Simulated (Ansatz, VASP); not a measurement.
# GaAs: VASP beside Ansatz, part 2 of 2

One calculation is typed for both programs; each brings its own data sets and cutoff. How far apart do they land?

VASP 6.6.1 and Ansatz 0.2.0.

So far. Step 2 (VASP: band structure, r2SCAN): The run ends at a pressure of 0.31 GPa.

## 4. Side by side

Known differences besides the potentials themselves: VASP keeps PBE cores, Ansatz makes them for the functional; the data sets hold 28 valence electrons in Ansatz (default PAW (the set named soft_2) files) and 18 in VASP; the cutoff is 500 eV in Ansatz and 430 eV in VASP. Total energies have different zeros and are not compared.

Both answers:

| quantity | Ansatz | VASP | difference |
| --- | --- | --- | --- |
| gap over the path points (eV) | 1.015 | 0.987 | +0.028 |

Levels at points of the path, from each program's valence-band top (eV; 3 filled, then empty):

| k (reciprocal lattice) | Ansatz | VASP |
| --- | --- | --- |
| 0.000 0.000 0.000 | 0.00 0.00 0.00 1.01 4.05 4.05 | 0.00 0.00 0.00 0.99 4.04 4.04 |
| 0.182 0.000 0.182 | -2.93 -1.18 -1.18 2.73 3.64 5.91 | -2.93 -1.18 -1.18 2.73 3.62 5.89 |
| 0.364 0.000 0.364 | -5.88 -2.46 -2.46 1.77 2.72 9.13 | -5.88 -2.46 -2.46 1.77 2.71 9.11 |
| 0.500 0.000 0.500 | -6.99 -2.78 -2.78 1.76 1.95 10.88 | -6.99 -2.78 -2.78 1.75 1.95 10.86 |
| 0.500 0.091 0.591 | -6.94 -3.06 -3.00 2.38 2.59 9.58 | -6.93 -3.06 -3.00 2.37 2.58 9.56 |
| 0.500 0.182 0.682 | -6.83 -3.51 -3.34 3.91 4.08 7.26 | -6.83 -3.51 -3.34 3.90 4.08 7.25 |
| 0.500 0.250 0.750 | -6.79 -3.64 -3.44 5.03 5.07 5.92 | -6.79 -3.65 -3.44 5.02 5.06 5.90 |
| 0.455 0.295 0.750 | -6.79 -3.80 -3.08 3.80 5.13 6.71 | -6.79 -3.81 -3.08 3.79 5.12 6.69 |
| 0.409 0.341 0.750 | -6.79 -3.94 -2.53 2.61 5.05 7.90 | -6.79 -3.94 -2.53 2.60 5.04 7.88 |
| 0.375 0.375 0.750 | -6.79 -3.97 -2.34 2.27 5.03 8.55 | -6.79 -3.97 -2.34 2.27 5.02 8.53 |

Among the levels compared at these points, filled levels agree within 6 meV and empty ones within 28 meV. Not compared: the pressure (VASP's GW data sets at this cutoff don't carry it).

## 5. VASP: single point, r2SCAN

A single point gives forces, pressure and levels at one fixed geometry, so differences don't come from the geometry; what else differs is listed under the comparison. The cell compared in this pair holds 46.53 Å³, against 45.18 Å³ for the pair before.

INCAR

```
SYSTEM = GaAs
PREC = Accurate
ENCUT = 430
EDIFF = 1E-08
NELM = 100
ISMEAR = 0
SIGMA = 0.01
LREAL = .FALSE.
ALGO = Normal
METAGGA = R2SCAN
LASPH = .TRUE.
NBANDS = 15
LORBIT = 11
LWAVE = .TRUE.
LCHARG = .FALSE.
KPAR = 8
```

POSCAR

```
GaAs
1.0
    0.0000000000      2.8548404342      2.8548404342
    2.8548404342      0.0000000000      2.8548404342
    2.8548404342      2.8548404342      0.0000000000
As Ga
1 1
Direct
    0.7500000000      0.7500000000      0.7500000000
    0.0000000000      0.0000000000      0.0000000000
```

KPOINTS

```
Automatic mesh
0
Gamma
6 6 6
0 0 0
```

The projector-augmented-wave data sets are As_GW and Ga_d_GW (PBE family, release 64).

Started as:

```bash
$ mpirun -np 8 vasp_std
```

Numbers of over 12 decimals in the logs are rounded to 6 here.

The log of the run:

```text
[banner, memory and clock lines left out]
running    8 mpi-ranks, on    1 nodes
[...]
[... a notice as in an earlier step ...]

 [... a notice as in an earlier step ...]

 LDA part: xc-table for (None), standard interpolation
 POSCAR, INCAR and KPOINTS ok, starting setup
[...]
entering main loop
       N       E                     dE             d eps       ncg     rms          rms(c)
DAV:   1     0.944916180311E+02    0.94492E+02   -0.97736E+03   535   0.134E+03
DAV:   2    -0.226833640066E+02   -0.11717E+03   -0.11372E+03   515   0.307E+02
DAV:   3    -0.292588932909E+02   -0.65755E+01   -0.65356E+01   655   0.719E+01
DAV:   4    -0.294815102521E+02   -0.22262E+00   -0.22257E+00   664   0.147E+01
[...]
DAV:  16    -0.270614352713E+02    0.28586E-07   -0.33292E-09   394   0.130E-03    0.365E-05
DAV:  17    -0.270614352557E+02    0.15523E-07   -0.11531E-09   338   0.760E-04    0.195E-05
DAV:  18    -0.270614352565E+02   -0.73851E-09   -0.22240E-10   380   0.224E-04
   1 F= -.27061435E+02 E0= -.27061435E+02  d E =-.745079E-12
 writing wavefunctions
```

OUTCAR, selected parts (step 5):

```text
  Total       -0.5231196     -0.5231196     -0.5231196      0.0000000      0.0000000      0.0000000
  in kB      -18.0109263    -18.0109263    -18.0109263      0.0000000      0.0000000      0.0000000
  external PRESSURE =     -18.0109263 kB  Pullay stress =       0.0000000 kB

 POSITION                                       TOTAL-FORCE (eV/Angst)
 -----------------------------------------------------------------------------------
      4.28226      4.28226      4.28226         0.000000      0.000000      0.000000
      0.00000      0.00000      0.00000        -0.000000     -0.000000     -0.000000
 -----------------------------------------------------------------------------------
    total drift:                               -0.000337     -0.000337     -0.000329

  FREE ENERGIE OF THE ION-ELECTRON SYSTEM (eV)
  ---------------------------------------------------
  free  energy   TOTEN  =       -27.0614352565 eV

  energy  without entropy=      -27.0614352565  energy(sigma->0) =      -27.06143526

[... 1 part as in an earlier step ...]

[... 2 further parts left out ...]
[key lines of the parts left out:]
E-fermi :   3.3756
```

The run ends at a pressure of -1.80 GPa.

## 6. Ansatz: single point, r2SCAN

The same cell, functional, mesh and smearing now go to Ansatz, which takes its cutoff from its data sets.

input.yaml

```yaml
crystal:
  lattice:
    - [0.0, 2.8548404342, 2.8548404342]
    - [2.8548404342, 0.0, 2.8548404342]
    - [2.8548404342, 2.8548404342, 0.0]
  atoms:
    - { symbol: As, position: [0.75, 0.75, 0.75] }
    - { symbol: Ga, position: [0.0, 0.0, 0.0] }
hamiltonian:
  xc: r2scan
  pseudopotentials: { kind: paw }
kpoints:
  mp_grid: { grid: [6, 6, 6] }
scf:
  occupations: { method: gaussian, width: 0.01 }
  n_extra_bands: 4
output:
  forces: true
  stress: true
  eigenvalues: true
```

Started as:

```bash
$ ansatz run input.yaml --threads 2 --pin off --max-ram 4608MiB --backend cpu --events-out ev --progress --plain --runs-dir out
```

The log of the run:

```text
[...]
Crystal: 2 atoms, lattice volume = 46.535 Å³
Basis set: ecut = 500 eV, 1243 PW (Γ), exchange–correlation on 120×120×120 points (64 copies of the dense FFT grid, shifted against one another)
Bands: 18, of which v1, the nominal top of the filled ones, is band 14 counted from 1 (13 counted from 0)
Symmetry: 24 space group operations
[...]
--- Band table (eV; the first three rows and the last of 16) ---
  k-point 0: bands = [... 10 lower, -5.4461, 7.5467, 7.5467, 7.5467, 8.3250, 11.5833, 11.5833, 11.5833]
  k-point 1: bands = [... 10 lower, -5.1230, 4.8676, 7.1720, 7.1720, 9.4359, 12.1334, 12.1334, 12.5531]
  k-point 2: bands = [... 10 lower, -4.2944, 2.1612, 6.6243, 6.6243, 9.0432, 12.5767, 12.5767, 15.1891]
  k-point 15: bands = [... 10 lower, -2.9094, 0.8320, 4.2299, 4.3843, 11.1587, 11.2932, 15.0697, 15.3712]
[key lines of the parts left out:]
SCF converged after 6 iterations
Free energy (F): -8655.732199 eV
Fermi energy:    7.935925 eV
P = ⅓ Tr σ = -1.5780 GPa (-15.780 kbar)
```

Wall time 3.8 s (2 threads of Arm Neoverse N1, shared host); peak memory 0.4 GiB.

The run ends at a pressure of -1.58 GPa.

## 7. Side by side

Compared:

| quantity | Ansatz | VASP | difference |
| --- | --- | --- | --- |
| gap on the k mesh (eV) | 0.778 | 0.751 | +0.027 |

Not compared: the pressure (VASP's GW data sets at this cutoff don't carry it). A gap on the mesh is an upper bound, since the band edges may lie between its points.

## 8. What the set-up changes

Further runs change the set-up of one program: Ansatz's method, potentials or start, or VASP's data sets, cutoff or form of LDA. The table gives Ansatz less VASP for each quantity, since a change that brings one quantity closer may part another.

| run | gap on the k mesh (eV) |
| --- | --- |
| as above | 0.027 |
| Ansatz's all-electron LAPW method | 0.030 |

## 9. What came out

```yaml
difference_in_gap_over_the_path_points_band_structure_r2scan: 0.028 eV
difference_in_gap_on_the_k_mesh_single_point_r2scan: 0.027 eV
```

What this shows: The difference in gap over the path points is 0.028 eV (band structure, r2SCAN), within the 0.08 eV picked in this series as the mark of a large difference. For single point, r2SCAN, no further run moves any of the tabulated differences by more than a quarter of its size. Such differences can come from data sets, numerical settings and the points named under the comparisons, not from the functional's error against experiment.

[Lines on the potential files, build, host, timing and source positions are cut from VASP's logs without a mark.]

[Logs are printed without paths, hosts, clocks, repeated set-up lines and the standing remarks that a program may print on its own settings, such as how far it seeks lower states.]

[Hosts, paths, dates, database ids (printed as entryN), source tags and the programs' standing remarks are cut or masked in the printed files.]
